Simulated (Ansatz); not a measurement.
# O (Fmmm) in Ansatz: reference runs

How does O come out in PBE? The cell is run as given and disturbed.

All numbers are computed with Ansatz 0.2.0; they aren't measurements. Logs are shortened: lines on timing, memory, paths and dates and some standing lists are left out, and cuts for length are marked.

## 1. The structure

The structure is orthorhombic, space group Fmmm (No. 69). The conventional cell has a = 3.004 Å, b = 3.780 Å, c = 7.798 Å, α = 90.00°, β = 90.00°, γ = 90.00°. O (site symmetry mm2) is surrounded by 1 O at 1.23 Å.

## 2. Single point, PBE

Input file input.yaml:

```yaml
crystal:
  lattice:
    - [0.0, 1.889885, 3.898837]
    - [1.501773, 0.0, 3.898837]
    - [1.501773, 1.889885, 0.0]
  atoms:
    - { symbol: O, position: [0.578902, 0.578902, 0.421098] }
    - { symbol: O, position: [0.421098, 0.421098, 0.578902] }
kpoints:
  mp_grid: { grid: [12, 12, 12] }
scf:
  occupations: { method: fermi_dirac, width: 0.05 }
hamiltonian:
  xc: pbe
  pseudopotentials: { kind: all_electron, lapw: { basis_error: 0.001 } }
output:
  forces: true
  stress: true
  eigenvalues: true
  populations: true
```

Potentials or basis: all-electron LAPW, scalar-relativistic.

Launch:

```sh
> ansatz run input.yaml --threads 1 --pin off --max-ram 3072MiB --backend cpu --events-out ev --progress --plain --runs-dir out
```

What it wrote:

```text
Warning: RAYON_NUM_THREADS=1 ignored (pool sized by the plan → 1); use --threads N
O: projections on atomic orbitals take those of the free atom 1s2 2s2 2p4, of charge +0.00 (hamiltonian.pseudopotentials.projection_atoms)
LAPW: plane waves up to 15.032 Å⁻¹, error target 1.0e-3 eV per atom; small_component_spin mean_spin; O in spheres of 0.615 Å, 8 of its electrons in bands, Dirac shells [] (how accurate: hamiltonian.pseudopotentials.lapw.basis_error, Limitations)
Engine: ansatz 0.2.0, x86_64-unknown-linux-gnu
Pseudopotentials: kind: all_electron
Pseudopotential: O, LAPW, valence charge 8, lapw/all_electron/scalar/gaussian/O, Koelling and Harmon's equation, gaussian nucleus
Functional definition: PBE
  parameter kappa = 0.804
  parameter beta = 0.06672455060314922
  exchange = pbe_x(kappa = kappa, mu = beta*pi^2/3)
  correlation = pbe_c(beta = beta)
Crystal: 2 atoms, lattice volume = 22.131 Å³
Basis set: ecut = 860.9173709093543 eV, 1265 PW (Γ), FFT grids on a1−a2, a2, a3, exchange–correlation at level 2
Bands: 12, of which v1, the nominal top of the filled ones, is band 8 counted from 1 (7 counted from 0)
Symmetry: 8 space group operations
Space group: Fmmm (ITA 69), of the structure as read, at distance tolerance 2.8e-5 Å
k-points: 280 of 1728
Non-local potential: O, projectors of the file, none
Initial density: superposition of atomic densities (chi_scale 0.1, normalization cell)
Initial wavefunctions: plane waves of lowest kinetic energy (no species holds an atomic orbital)
Functional: x = pbe(κ = 0.804, μ = 0.2195149727645171), c = pbe(β = 0.06672455060314922)
iter 1 solved again at ethr=2.76e-3 eV; its pass at ethr=1.00e-1 eV (dr2=4.42e-1 eV) is discarded
SCF iter   1: F=—  HF=-4091.832624 eV  |F-HF|=—  |Δ(HF+E_count)|=         —  Δρ=5.85e-2  dr2=4.30e-1  ethr=2.76e-3  ⟨swp⟩=2.0  Hψ=23430  notcnv=0
preconditioner: auto → LDOS  [metal: Δε(μ)=0.007 eV  Ē_g=19.861 eV  σ=0.050 eV  W_gap=0.03  n_scr=2 (ndim 8)  ℏωp=27.3 eV  f_vac=0.138  D(μ)=1.07/eV (n_scr^D=10)  β→1.0]
SCF iter   2: F=—  HF=-4091.642269 eV  |F-HF|=—  |Δ(HF+E_count)|=   1.90e-1  Δρ=2.88e-2  dr2=8.29e-2  ethr=2.69e-3  ⟨swp⟩=3.0  Hψ=11201  notcnv=0
iter 3 solved again at ethr=1.36e-5 eV; its pass at ethr=5.18e-4 eV (dr2=2.17e-3 eV) is discarded
SCF iter   3: F=—  HF=-4091.615331 eV  |F-HF|=—  |Δ(HF+E_count)|=   2.69e-2  Δρ=5.03e-3  dr2=2.17e-3  ethr=1.36e-5  ⟨swp⟩=2.0  Hψ=17630  notcnv=0
SCF iter   4: F=—  HF=-4091.616219 eV  |F-HF|=—  |Δ(HF+E_count)|=         —  Δρ=8.23e-4  dr2=5.87e-5  ethr=1.36e-5  ⟨swp⟩=3.0  Hψ=9604  notcnv=0
the basis was enlarged: its passes take 79.8 KiB over the memory plan, 1 of 1 planned eigensolver slots
SCF iter   5: F=—  HF=-4091.616251 eV  |F-HF|=—  |Δ(HF+E_count)|=   3.21e-5  Δρ=1.03e-4  dr2=7.92e-7  ethr=3.67e-7  ⟨swp⟩=3.0  Hψ=8832  notcnv=0
SCF iter   6: F=-4091.616252 eV  HF=-4091.616252 eV  |F-HF|=1.02e-9  |Δ(HF+E_count)|=   7.77e-7  Δρ=1.40e-5  dr2=2.13e-8  ethr=4.95e-9  ⟨swp⟩=3.0  Hψ=8243  notcnv=0
SCF 1 converged in 6 iterations: F = -4091.616252 eV  dr2 = 2.13e-8
the search or the solves at the SCF's close seem to have found levels that the self-consistency loop had missed (the run counts 1). By its estimate they hold under 1e-12 electrons; where the run keeps them, the occupations were computed again with them
SCF converged after 6 iterations
Free energy (F): -4091.616252 eV
Harris-Foulkes:  -4091.616252 eV  (|F-HF|=1.02e-9)
Internal energy: -4091.607691 eV  (E = F + TS)
E sigma→0 (E₀):  -4091.611971 eV
Entropy (-TS):   -0.008561 eV (-4.281 meV/atom)
Fermi energy:    2.644688 eV
--- Per-component energies (eV) ---
  E_band       = -2116.221608
  E_kinetic    = 4084.333094
  E_xc         = -458.826712
  E_electrostatic = -7717.114072  (all electrons and nuclei)
  E_smearing   = -0.008561  (= −TS)
  E_closure    = 0.000000  (closes the sum)
  E_atoms      = -4081.807007  (free atoms, spherical and without spin; not in F)
  Σ components = -4091.616252   (vs F -4091.616252, Δ=0.00e0)
  Basis errors (estimates in eV, not in F): energy 5.7e-4 per atom: plane waves 5.4e-4 (3.4e-4 summed), levels above the bands 7.0e-144, relativity 2.6e-8, radial functions 3.4e-5, core shells 0.0e0; eigenvalues (radial functions only) 2.3e-6; not estimated: angular momenta, meshes, grids; target (lapw.basis_error) 1.0e-3; muffin-tin radii O 0.615 Å
--- Forces (eV/Å), atoms counted from 1 ---
  atom   1  O     -0.00000000     0.00000000    -1.22290192
  atom   2  O      0.00000000    -0.00000000     1.22290192
  max |Σ_I F_I| component: 0.00e0 eV/Å
--- Stress (GPa, compression-positive) ---
        2.534354      -0.000000       0.000000
       -0.000000      -0.306761       0.000000
        0.000000       0.000000      -8.569480
  P = ⅓ Tr σ = -2.1140 GPa (-21.140 kbar)
--- Band table (eV; the first three rows and the last of 280) ---
  k-point 0: bands = ["-506.2261", "-506.2245", "-24.2640", "-12.1284", "-5.9259", "-2.3797", "-1.9024", "3.7994", "4.2127", "12.7529", "12.8997", "15.3447"]
  k-point 1: bands = ["-506.2261", "-506.2245", "-24.2149", "-12.0808", "-5.8689", "-2.5485", "-2.0020", "3.6571", "4.1328", "12.5396", "13.2711", "15.5719"]
  k-point 2: bands = ["-506.2261", "-506.2245", "-24.0777", "-11.9457", "-5.7268", "-3.1567", "-2.0679", "3.1153", "4.0840", "12.2895", "13.9546", "16.2030"]
  k-point 279: bands = ["-506.2261", "-506.2245", "-24.2253", "-12.6790", "-4.7246", "-2.4308", "-1.9274", "3.9267", "4.2746", "9.0055", "13.5362", "16.3570"]
--- Löwdin populations: 2 sites ---
  site symbol       q [e]
     0      O      7.9558
     1      O      7.9558
  spilling = 0.005524 (of n_electrons = 16.000000)
```

populations.tsv:

```text
# site	symbol	l	j	q
# orbitals = lowdin
# n_electrons = 16.000000
# spilling = 0.005524
# projection_atom_O: 1s2 2s2 2p4
0	O	0_1S	-	1.998730
0	O	0_2S	-	1.812810
0	O	1_2P	-	4.144270
1	O	0_1S	-	1.998730
1	O	0_2S	-	1.812810
1	O	1_2P	-	4.144270
```

It took 2.5 min on 1 thread of Intel Xeon at 2.50GHz (Skylake/Cascade Lake), shared host; peak memory 0.93 GiB.

What came out:

```
Free energy            : -4091.6163 eV
Pressure               : -2.1 GPa
Largest force          : 1.223 eV/Å
Band gap on the k mesh : none (metal or under the smearing width)
```

Forces in eV/Å, atoms in the order of the input:
```
O    0.000  0.000 -1.223
O    0.000  0.000  1.223
```

Caveat: spin is off for a triplet molecule; forces of over 1 eV/Å show positions far from the minimum, so gaps and moduli don't describe the material at rest.

## 3. Equation of state, PBE

Potentials or basis: all-electron LAPW, scalar-relativistic.

This step only gathers the single runs of the series.

What came out:

| Property | Result |
| --- | --- |
| Equilibrium volume | 10.85 Å³/atom |
| Bulk modulus at fixed shape and positions | 114 GPa |
| Pressure derivative of the bulk modulus | 4.3 |

Energy against volume, from the lowest point:
```tsv
volume (Å³/atom)	energy (meV/atom)
10.402	7.28
10.623	1.84
10.844	0.00
11.066	1.41
11.287	5.72
11.508	12.66
11.730	21.94
```

Caveat: spin is off for a triplet molecule; the cell was scaled at fixed shape and fractional positions, which overstates the stiffness of a crystal with free parameters, most of all of layers and chains.

## 4. Single point, PBE (atoms moved at random, drawn with an rms of 0.05 Å)

input.yaml: that of step 2 with these lines changed.

```diff
@@ -6,4 +6,4 @@
   atoms:
-    - { symbol: O, position: [0.578902, 0.578902, 0.421098] }
-    - { symbol: O, position: [0.421098, 0.421098, 0.578902] }
+    - { symbol: O, position: [0.58907, 0.580369, 0.392369] }
+    - { symbol: O, position: [0.431324, 0.403333, 0.58242] }
 kpoints:
```

Launch:

```sh
> ansatz run input.yaml --threads 1 --pin off --max-ram 3072MiB --backend cpu --events-out ev --progress --plain --runs-dir out
```

It took 6.1 min on 1 thread of Intel Xeon at 2.50GHz (Skylake/Cascade Lake), shared host; peak memory 2.1 GiB.

Results (log left out):

```yaml
Free_energy: -4091.3580 eV
Pressure: -13.3 GPa
Largest_force: 4.896 eV/Å
Band_gap_on_the_k_mesh: none (metal or under the smearing width)
```

Forces on the atoms (eV/Å):
```
O    0.155  0.582 -4.859
O   -0.155 -0.582  4.859
```

Stress tensor (GPa, compression positive):
```
  3.19   0.00   1.44
  0.00   0.20   5.46
  1.44   5.46 -43.14
```

Levels at points of the mesh, in eV from the Fermi level:
```csv
k point,band 6,band 7,band 8,band 9,band 10,band 11
"(0.00, 0.00, 0.00)",-3.79,-3.31,1.13,1.55,8.34,10.68
"(0.00, 0.00, -0.50)",-6.32,-3.44,-1.89,1.52,7.49,15.62
"(0.00, -0.50, 0.00)",-6.36,-3.44,-1.86,1.51,7.60,15.57
"(0.00, -0.50, -0.50)",-5.99,-5.61,-1.75,-0.25,7.92,12.57
"(-0.50, 0.00, 0.00)",-6.40,-3.43,-1.80,1.48,7.72,15.28
"(-0.50, 0.00, -0.50)",-6.01,-5.86,-1.29,-0.55,8.54,12.62
"(-0.50, -0.50, 0.00)",-3.86,-3.35,1.28,1.62,5.38,11.55
"(-0.50, -0.50, -0.50)",-6.45,-3.43,-1.76,1.49,7.81,15.10
```

Caveat: spin is off for a triplet molecule.

## 5. Overview

```csv
task,cell,cutoff (eV),basis error allowed,gap on the mesh (eV),pressure (GPa),largest force (eV/Å)
single point,as given,861,0.001 eV/atom,none,-2.1,1.22
equation of state,as given,-,0.0005 eV/atom,-,-,-
single point,"atoms moved at random, drawn with an rms of 0.05 Å",770,0.001 eV/atom,none,-13.3,4.90
```

Alike in all rows: level PBE; potentials or basis all-electron LAPW, scalar-relativistic; no spin polarisation; k mesh 12 × 12 × 12; smearing fermi-dirac 0.05 eV.

Caveats: spin is off for a triplet molecule; forces of over 1 eV/Å show positions far from the minimum, so gaps and moduli don't describe the material at rest (some runs); the cell was scaled at fixed shape and fractional positions, which overstates the stiffness of a crystal with free parameters, most of all of layers and chains (some runs).

Compare energies only between runs with the same functional and basis.
